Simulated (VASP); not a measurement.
The system is MoSe2.

```
Mo Se
1.0
     3.20786    0.00000    0.00000
    -1.60393    2.77809    0.00000
     0.00000    0.00000   12.56661
Mo Se
2 4
Direct
  0.33333 0.66667 0.25000
  0.66667 0.33333 0.75000
  0.33333 0.66667 0.61965
  0.66667 0.33333 0.11965
  0.33333 0.66667 0.88035
  0.66667 0.33333 0.38035
```

The cell isn't the ideal one: a relaxed cell with its volume scaled by 0.96.

```yaml
Program: VASP 6.6.1
Task: relaxation of shape and atoms at fixed volume
Functional: LDA
Potentials_or_basis: VASP PAW LDA potentials, release 64 (Mo_sv, Se)
Cutoff: 600 eV
k_mesh: 9 × 9 × 2
Occupations: gaussian, width 0.03 eV
Spin: no spin polarisation
```

At the start: pressure 6.4 GPa; volume 18.66 Å³/atom.

Problem. Where does the relaxation end?

Solution. Over 5 steps the energy falls by 9.8 meV/atom; space group P6_3/mmc (No. 194, to 0.05 Å).

Step by step:
| step | energy change (eV) | largest force (eV/Å) | pressure (GPa) |
| --- | --- | --- | --- |
| 1 | 0.0000 | 0.6806 | 6.38 |
| 2 | -0.0398 | 0.0190 | 3.11 |
| 3 | -0.0405 | 0.0607 | 3.49 |
| 4 | -0.0545 | 0.0357 | 2.88 |
| 5 | -0.0588 | 0.0095 | 2.34 |

Final structure:
```yaml
crystal:
  lattice:
    - [3.22913, 0.00000, 0.00000]
    - [-1.61457, 2.79651, 0.00000]
    - [0.00000, 0.00000, 12.40157]
  atoms:
    - { symbol: Mo, position: [0.33333, 0.66667, 0.25000] }
    - { symbol: Mo, position: [0.66667, 0.33333, 0.75000] }
    - { symbol: Se, position: [0.33333, 0.66667, 0.61590] }
    - { symbol: Se, position: [0.66667, 0.33333, 0.11590] }
    - { symbol: Se, position: [0.33333, 0.66667, 0.88410] }
    - { symbol: Se, position: [0.66667, 0.33333, 0.38410] }
```
